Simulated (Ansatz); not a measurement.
# HgSe: the cost of one run

Computed with Ansatz 0.2.0 (DFT PBE, scalar-relativistic, plane waves, PAW, unless a step's input says otherwise).

3 further runs of the same task are left out: 1 that didn't finish, 2 set aside as unsound or not needed.

## 1. Starting point

It takes space group Pmm2 (No. 25, orthorhombic). Conventional cell: a = 4.427 Å, b = 23.853 Å, c = 6.260 Å, α = 90.00°, β = 90.00°, γ = 90.00°. Hg (site symmetry m) has 3 Se at 2.63 to 2.64 Å as nearest neighbours. Se (site symmetry m) is surrounded by 3 Hg at 2.63 to 2.67 Å. Hg (site symmetry m) has 4 Se at 2.67 to 2.77 Å as nearest neighbours. Se (site symmetry m) has 4 Hg at 2.64 to 2.73 Å as nearest neighbours. Hg (site symmetry mm2) is surrounded by 4 Se at 2.71 to 2.73 Å. Se (site symmetry mm2) has 4 Hg at 2.71 to 2.77 Å as nearest neighbours.

As a file:

```
CELL_PARAMETERS angstrom
4.42666 0.00000 0.00000
0.00000 6.26024 0.00000
0.00000 0.00000 23.85332
ATOMIC_POSITIONS crystal
Hg 0.50000 0.45045 0.33721
Se 0.00000 0.25366 0.30702
Hg 0.00000 0.02208 0.40099
Se 0.50000 0.76975 0.40939
Hg 0.50000 0.50370 0.49999
Se 0.00000 0.25426 0.50000
Hg 0.00000 0.02201 0.59903
Se 0.50000 0.76976 0.59059
Hg 0.50000 0.45056 0.66278
Se 0.00000 0.25376 0.69299
```

Miller indices refer to the conventional cell of the relaxed bulk, F-43m (No. 216): a = 6.260 Å, b = 6.260 Å, c = 6.260 Å, α = 90.00°, β = 90.00°, γ = 90.00°.

As cut, it was a (110) slab, 8.9 Å thick as cut, with 15 Å of vacuum; its outer planes are HgSe (top) and HgSe (bottom); it was relaxed in an earlier run.

## 2. Scalar-relativistic bands

The cell repeats along c, and a dipole correction in the vacuum removes the field between the copies.

The input, input.yaml:

```yaml
crystal:
  lattice:
    - [4.4266594705, 0.0, 0.0]
    - [0.0, 6.2602418592, 0.0]
    - [0.0, 0.0, 23.853318941]
  atoms:
    - { symbol: Hg, position: [0.5, 0.4504540487, 0.3372140953] }
    - { symbol: Se, position: [0.0, 0.2536606349, 0.3070150562] }
    - { symbol: Hg, position: [0.0, 0.0220758106, 0.4009944076] }
    - { symbol: Se, position: [0.5, 0.769748784, 0.4093900552] }
    - { symbol: Hg, position: [0.5, 0.5037032819, 0.4999931684] }
    - { symbol: Se, position: [0.0, 0.2542621371, 0.4999973567] }
    - { symbol: Hg, position: [0.0, 0.0220108367, 0.5990327845] }
    - { symbol: Se, position: [0.5, 0.7697637584, 0.5905904443] }
    - { symbol: Hg, position: [0.5, 0.4505568265, 0.6627784223] }
    - { symbol: Se, position: [0.0, 0.2537638811, 0.6929942095] }
basis:
  ecutwfc: 420
kpoints:
  mp_grid: { grid: [8, 6, 1] }
  band_path:
    path: [[0.5, 0, 0], [0, 0, 0], [0, 0.5, 0], [0.5, 0.5, 0], [0, 0, 0]]
    npoints: 12
hamiltonian:
  xc: pbe
scf:
  occupations: { method: gaussian, width: 0.1 }
  n_extra_bands: 26
output:
  forces: true
  eigenvalues: true
  populations: true
  fatbands: true
  write_density: true
  write_potential: true
  elf: true
  volumetric_format: npy
efield:
  axis: 3
  dipole_correction: true
  ramp_width: 0.04
```

Started as:

```console
$ ansatz run input.yaml --threads 4 --pin off --max-ram 10240MiB --backend cpu --events-out ev --progress --plain --runs-dir out
```

Q: Estimate wall time and peak memory on 4 threads of Arm Neoverse V1, shared host.

About 3.5 min, with a peak of 3.5 GiB.
